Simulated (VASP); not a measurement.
# TiB2 (P6/mmm) in VASP: further runs

The runs below take TiB2 through relaxation of cell and atoms, with LDA.

Program: VASP 6.6.1. These are calculated values, not measurements. Logs are shortened: lines on timing, memory, paths and dates and some standing lists are left out, and cuts for length are marked.

## 1. Starting point

It takes space group P6/mmm (No. 191, hexagonal). Conventional cell: a = 2.984 Å, b = 2.984 Å, c = 3.326 Å, α = 90.00°, β = 90.00°, γ = 120.00°. Ti (site symmetry 6/mmm) is surrounded by 12 B at 2.39 Å. B (site symmetry -6m2) is surrounded by 3 B at 1.72 Å.

The cell was built by a generator and needn't be a form met in nature.

## 2. Relaxation of cell and atoms, LDA

Input file INCAR:

```
SYSTEM = TiB2
PREC     = Accurate       ! precision mode
ENCUT    = 600            ! plane-wave cutoff, eV
EDIFF    = 1E-6           ! SCF threshold, eV
ISMEAR   = 1              ! smearing method
SIGMA    = 0.1            ! smearing width, eV
LREAL    = .FALSE.        ! projectors in reciprocal space
LASPH    = .TRUE.         ! aspherical terms in the spheres
NELM     = 80             ! most SCF steps
ALGO     = Normal         ! electronic algorithm
ISIF     = 3              ! what is computed and relaxed
LWAVE    = .FALSE.        ! write WAVECAR
LCHARG   = .FALSE.        ! write CHGCAR
IBRION   = 2              ! ionic algorithm
NSW      = 90             ! ionic steps
EDIFFG   = -0.01          ! ionic threshold
```

Input file KPOINTS:

```
Automatic mesh
0
G
  15 15 11
  0 0 0
```

Input file POSCAR:

```
TiB2
1.0
    2.9843719800      0.0000000000      0.0000000000
   -1.4921859900      2.5845419500      0.0000000000
    0.0000000000      0.0000000000      3.3261155200
Ti B
1 2
Direct
    0.0000000000      0.0000000000      0.0000000000
    0.3333333300      0.6666666700      0.5000000000
    0.6666666700      0.3333333300      0.5000000000
```

Potentials or basis: VASP PAW LDA potentials, release 64 (Ti_sv, B).

Launch:

```sh
$ cat potpaw_LDA.64/Ti_sv/POTCAR potpaw_LDA.64/B/POTCAR > POTCAR
$ mpirun -np 1 vasp_std > vasp.out
```

OUTCAR:

```text
SYSTEM = TiB2
   PREC = Accurate
   ENCUT = 600
   EDIFF = 1E-6
   ISMEAR = 1
   LREAL = .FALSE.
   LASPH = .TRUE.
   NELM = 80
   ISIF = 3
   IBRION = 2
   NSW = 90
   EDIFFG = -0.01

 ion  position               nearest neighbor table
   1  0.000  0.000  0.000-   2 2.39   3 2.39   2 2.39   3 2.39   3 2.39   3 2.39   2 2.39   2 2.39
                             3 2.39   3 2.39   2 2.39   2 2.39
   2  0.333  0.667  0.500-   3 1.72   3 1.72   3 1.72   1 2.39   1 2.39   1 2.39   1 2.39   1 2.39
                             1 2.39
   3  0.667  0.333  0.500-   2 1.72   2 1.72   2 1.72   1 2.39   1 2.39   1 2.39   1 2.39   1 2.39
                             1 2.39

  LATTYP: Found a hexagonal cell.
 ALAT       =     2.9843719800
 C/A-ratio  =     1.1145110403

  Lattice vectors:

 A1 = (   2.9843719800,   0.0000000000,   0.0000000000)
 A2 = (  -1.4921859900,   2.5845419500,   0.0000000000)
 A3 = (   0.0000000000,   0.0000000000,   3.3261155200)

Analysis of symmetry for initial positions (statically):
=====================================================================
 Subroutine PRICEL returns:
 Original cell was already a primitive cell.

 Routine SETGRP: Setting up the symmetry group for a
 hexagonal supercell.

 Subroutine GETGRP returns: Found 24 space group operations
 (whereof 24 operations were pure point group operations)
 out of a pool of 24 trial point group operations.

The static configuration has the point symmetry D_6h.

Analysis of symmetry for dynamics (positions and initial velocities):
=====================================================================
 Subroutine PRICEL returns:
 Original cell was already a primitive cell.

 Routine SETGRP: Setting up the symmetry group for a
 hexagonal supercell.

 Subroutine GETGRP returns: Found 24 space group operations
 (whereof 24 operations were pure point group operations)
 out of a pool of 24 trial point group operations.

The dynamic configuration has the point symmetry D_6h.

 Subroutine INISYM returns: Found 24 space group operations
 (whereof 24 operations are pure point group operations),
 and found     1 'primitive' translations

----------------------------------------------------------------------------------------

                                     Primitive cell

  volume of cell :      25.6551

  direct lattice vectors                    reciprocal lattice vectors
     2.984371980  0.000000000  0.000000000     0.335078873  0.193457878  0.000000000
    -1.492185990  2.584541950  0.000000000     0.000000000  0.386915755  0.000000000
     0.000000000  0.000000000  3.326115520     0.000000000  0.000000000  0.300651013

  length of vectors
     2.984371980  2.984371981  3.326115520     0.386915755  0.386915755  0.300651013

  position of ions in fractional coordinates (direct lattice)
     0.000000000  0.000000000  0.000000000
     0.333333330  0.666666670  0.500000000
     0.666666670  0.333333330  0.500000000

  ion indices of the primitive-cell ions
   primitive index   ion index
                 1           1
                 2           2
                 3           3

----------------------------------------------------------------------------------------

 KPOINTS: Automatic mesh

Automatic generation of k-mesh.
 Grid dimensions read from file:
 generate k-points for:   15   15   11

 Generating k-lattice:

  Cartesian coordinates                     Fractional coordinates (reciprocal lattice)
     0.022338592  0.012897192  0.000000000     0.066666667 -0.000000000  0.000000000
     0.000000000  0.025794384  0.000000000     0.000000000  0.066666667  0.000000000
     0.000000000  0.000000000  0.027331910     0.000000000  0.000000000  0.090909091

  Length of vectors
     0.025794384  0.025794384  0.027331910

  Shift w.r.t. Gamma in fractional coordinates (k-lattice)
     0.000000000  0.000000000  0.000000000

 Subroutine IBZKPT returns following result:
 ===========================================

 Found    162 irreducible k-points:

 Following reciprocal coordinates:
            Coordinates               Weight
  0.000000  0.000000  0.000000      1.000000
  0.066667  0.000000  0.000000      6.000000
  0.133333  0.000000  0.000000      6.000000
  0.200000  0.000000  0.000000      6.000000
  0.266667  0.000000  0.000000      6.000000
  0.333333  0.000000  0.000000      6.000000
[... 16 lines left out ...]
  0.333333  0.200000  0.000000     12.000000
  0.400000  0.200000  0.000000      6.000000
 [... further k-points ...]
   k-points           NKPTS =    162   k-points in BZ     NKDIM =    162   number of bands    NBANDS=     13
   number of dos      NEDOS =    301   number of ions     NIONS =      3
   total plane-waves  NPLWV =  16128
   dimension x,y,z NGX =    24 NGY =   24 NGZ =   28
   dimension x,y,z NGXF=    48 NGYF=   48 NGZF=   56
   ions per type =               1   2
   NGX,Y,Z   is equivalent  to a cutoff of  13.37, 13.37, 13.99 a.u.
   NGXF,Y,Z  is equivalent  to a cutoff of  26.74, 26.74, 27.99 a.u.
 SYSTEM =  TiB2
   PREC   = accura    normal or accurate (medium, high low for compatibility)
   ISTART =      0    job   : 0-new  1-cont  2-samecut
   ICHARG =      2    charge: 1-file 2-atom 10-const
   ISPIN  =      1    spin polarized calculation?
   LNONCOLLINEAR =      F non collinear calculations
   LSORBIT =      F    spin-orbit coupling
   LASPH  =      T    aspherical Exc in radial PAW
   ENCUT  =  600.0 eV  44.10 Ry    6.64 a.u.   5.96  5.96  6.64*2*pi/ulx,y,z
   NELM   =     80;   NELMIN=  2; NELMDL= -5     # of ELM steps
   EDIFF  = 0.1E-05   stopping-criterion for ELM
   LREAL  =      F    real-space projection
   EDIFFG = -.1E-01   stopping-criterion for IOM
   NSW    =     90    number of steps for IOM
   IBRION =      2    ionic relax: 0-MD 1-quasi-New 2-CG
   NFREE  =      1    steps in history (QN), initial steepest desc. (CG)
   ISIF   =      3    stress and relaxation
   ISYM   =      2    0-nonsym 1-usesym 2-fastsym
   POTIM  = 0.5000    time-step for ionic-motion
   TEBEG  =    0.0;   TEEND  =   0.0 temperature during run
   PSTRESS=    0.0 pullay stress
   NELECT =      18.0000    total number of electrons
   NUPDOWN=      -1.0000    fix difference up-down
   EMIN   =  10.00;   EMAX   =-10.00  energy-range for DOS
   EFERMI =   0.00;   METHOD = LEGACY
   ISMEAR =     1;   SIGMA  =   0.10  broadening in eV -4-tet -1-fermi 0-gaus
   EFERMI_NEDOS =   21; number of points for ismear=-14 and -15
   IALGO  =     38    algorithm
   IMIX   =      4    mixing-type and parameters
     AMIX     =   0.40;   BMIX     =  1.00
     AMIX_MAG =   1.60;   BMIX_MAG =  1.00
  volume/ion in A,a.u.               =       8.55        57.71
  Fermi-wavevector in a.u.,A,eV,Ry     =   1.454703  2.748990 28.792121  2.116161
  Thomas-Fermi vector in A             =   2.571823
   LORBIT       =      0    0 simple, 1 ext, 2 COOP (PROOUT), +10 PAW based schemes
   GGA     = CA    functional components
   LHFCALC =     F    Hartree Fock is set to
   AEXX    =    0.0000 exact exchange contribution
   IVDW    =     0    specifies the selected vdW correction
   LEPSILON=     F    determine dielectric tensor
   LRPA    =     F    only Hartree local field effects (RPA)
 conjugate gradient relaxation of ions
 non-spin polarized calculation
 Methfessel and Paxton  Order N= 1 SIGMA  =   0.10
  energy-cutoff  :      600.00
  volume of cell :       25.66
 maximum number of plane-waves:       873
 NGX is ok and might be reduce to    24
   NGX = 11   NGY = 11   NGZ = 13

--------------------------------------- Ionic step        1  -------------------------------------------

 number of electron      18.0000004 magnetization

 Free energy of the ion-electron system (eV)
  ---------------------------------------------------
  ext. energy  EPLUGINS =         0.00000000
  ---------------------------------------------------
  free energy    TOTEN  =       -26.83384548 eV

  energy without entropy =      -26.83388723  energy(sigma->0) =      -26.83385940

 E-fermi :   9.9092     XC(G=0): -12.9445

 val. band max:        9.8753769649   @ k =   0.3333   0.2000   0.0000
 cond. band min:       9.9456248132   @ k =   0.4000   0.1333   0.0000
 fundamental gap:      0.0702478483
 Fermi energy:         9.9092498344

 k-point     1 :       0.0000    0.0000    0.0000
  band No.  band energies     occupation
      1     -46.3955      2.00000
      2     -23.1721      2.00000
      3     -22.7696      2.00000
      4     -22.7696      2.00000
      5      -3.4416      2.00000
      6       7.1646      2.00000
      7       7.6187      2.00000
      8       7.6187      2.00000
      9       7.6671      2.00000
     10      11.7635     -0.00000
     11      11.7635     -0.00000
     12      13.2786      0.00000
     13      13.2786      0.00000
[... 513 lines left out ...]
  energy  without entropy=      -26.9207620477  energy(sigma->0) =      -26.92087541

--------------------------------------- Ionic step        5  -------------------------------------------

 number of electron      18.0000003 magnetization

 Free energy of the ion-electron system (eV)
  ---------------------------------------------------
  ext. energy  EPLUGINS =         0.00000000
  ---------------------------------------------------
  free energy    TOTEN  =       -26.92331451 eV

  energy without entropy =      -26.92307404  energy(sigma->0) =      -26.92323435

 E-fermi :  10.4135     XC(G=0): -13.1635

 val. band max:       10.3891906020   @ k =   0.0667   0.0667   0.2727
 cond. band min:      10.4220722683   @ k =   0.0000   0.0000   0.3636
 fundamental gap:      0.0328816663
 Fermi energy:        10.4134641000

 k-point     1 :       0.0000    0.0000    0.0000
  band No.  band energies     occupation
      1     -45.7164      2.00000
      2     -22.4647      2.00000
      3     -22.1210      2.00000
      4     -22.1210      2.00000
      5      -3.1037      2.00000
      6       7.6625      2.00000
      7       7.6625      2.00000
      8       8.2125      2.00000
      9       8.2522      2.00000
     10      12.4167      0.00000
     11      12.4167      0.00000
     12      14.3152      0.00000
     13      14.3152      0.00000
[... 398 lines left out ...]
  FREE ENERGIE OF THE ION-ELECTRON SYSTEM (eV)
  ---------------------------------------------------
  free  energy   TOTEN  =       -26.9233145104 eV

  energy  without entropy=      -26.9230740441  energy(sigma->0) =      -26.92323435

 reached required accuracy - stopping structural energy minimisation
```

Run time: 3 min. Hardware: 1 thread of Intel Xeon Platinum 8259CL at 2.50GHz (Skylake/Cascade Lake), shared host; peak memory 0.19 GiB.

Results:

| Item | Value |
| --- | --- |
| Free energy | -26.9233 eV |
| Relaxed volume | 8.19 Å³/atom |
| Relaxed cell | a = 2.995 Å, b = 2.995 Å, c = 3.162 Å, α = 90.00°, β = 90.00°, γ = 120.00° |
| Space group after relaxing (to 0.05 Å) | P6/mmm (No. 191) |
| Energy gained by relaxing | 29.8 meV/atom |
| Ionic steps | 5 |
| Pressure after relaxing | 0.1 GPa |
| Band gap on the k mesh | none (metal or under the smearing width) |

Step by step:
```
step  energy change (eV)  largest force (eV/Å)  pressure (GPa)  volume (Å³)
   1              0.0000                0.0000           -8.88        25.66
   2             -0.0729                0.0000            8.12        23.91
   3             -0.0817                0.0000            3.57        24.32
   4             -0.0871                0.0000           -1.81        24.71
   5             -0.0895                0.0000            0.07        24.57
```

Final structure:
```
Ti B
1.0
     2.99541    0.00000    0.00000
    -1.49771    2.59410    0.00000
     0.00000    0.00000    3.16169
Ti B
1 2
Direct
  0.00000 0.00000 0.00000
  0.33333 0.66667 0.50000
  0.66667 0.33333 0.50000
```

Levels at points of the mesh, in eV from the Fermi level:
```
           k point  band 7  band 8  band 9  band 10  band 11  band 12
(0.00, 0.00, 0.00)   -2.75   -2.20   -2.16     2.00     2.00     3.90
```

## 3. Relaxation of cell and atoms, LDA

This run uses another cell than the first one, of 8.19 Å³/atom, 0.958 times its volume.

Edit INCAR of step 2 so:

```diff
@@ -3,3 +3,3 @@
 ENCUT    = 600            ! plane-wave cutoff, eV
-EDIFF    = 1E-6           ! SCF threshold, eV
+EDIFF    = 1E-7           ! SCF threshold, eV
 ISMEAR   = 1              ! smearing method
@@ -15,2 +15,2 @@
 NSW      = 90             ! ionic steps
-EDIFFG   = -0.01          ! ionic threshold
+EDIFFG   = -0.005         ! ionic threshold
```

KPOINTS is that of step 2.

Input file POSCAR:

```
TiB2                                    
1.0
    2.9954103766      0.0000000000      0.0000000000
   -1.4977051883      2.5941014819      0.0000000000
    0.0000000000      0.0000000000      3.1616934999
  Ti              B             
     1     2
Direct
     0.0000000000000000    0.0000000000000000    0.0000000000000000
     0.3333333300000021    0.6666666699999979    0.5000000000000000
     0.6666666699999979    0.3333333300000021    0.5000000000000000
```

Potentials or basis: VASP PAW LDA potentials, release 64 (Ti_sv, B).

Launch:

```sh
$ cat potpaw_LDA.64/Ti_sv/POTCAR potpaw_LDA.64/B/POTCAR > POTCAR
$ mpirun -np 1 vasp_std > vasp.out
```

Run time: 68 s. Hardware: 1 thread of Intel Xeon Platinum 8259CL at 2.50GHz (Skylake/Cascade Lake), shared host; peak memory 0.18 GiB.

The run converged. Its results:

- Free energy: -26.9226 eV
- Pressure after relaxing: 0.1 GPa
- Band gap on the k mesh: none (metal or under the smearing width)

Final structure:
```
Ti B
1.0
     2.99541    0.00000    0.00000
    -1.49771    2.59410    0.00000
     0.00000    0.00000    3.16169
Ti B
1 2
Direct
  0.00000 0.00000 0.00000
  0.33333 0.66667 0.50000
  0.66667 0.33333 0.50000
```

Levels at points of the mesh, in eV from the Fermi level:
| k point | band 5 | band 6 | band 7 | band 8 | band 9 | band 10 | band 11 | band 12 | band 13 |
| --- | --- | --- | --- | --- | --- | --- | --- | --- | --- |
| (0.00, 0.00, 0.00) | -13.52 | -2.75 | -2.75 | -2.20 | -2.16 | 2.00 | 2.00 | 3.90 | 3.90 |

Caveat: the relaxation stopped at its first step, so nothing moved.
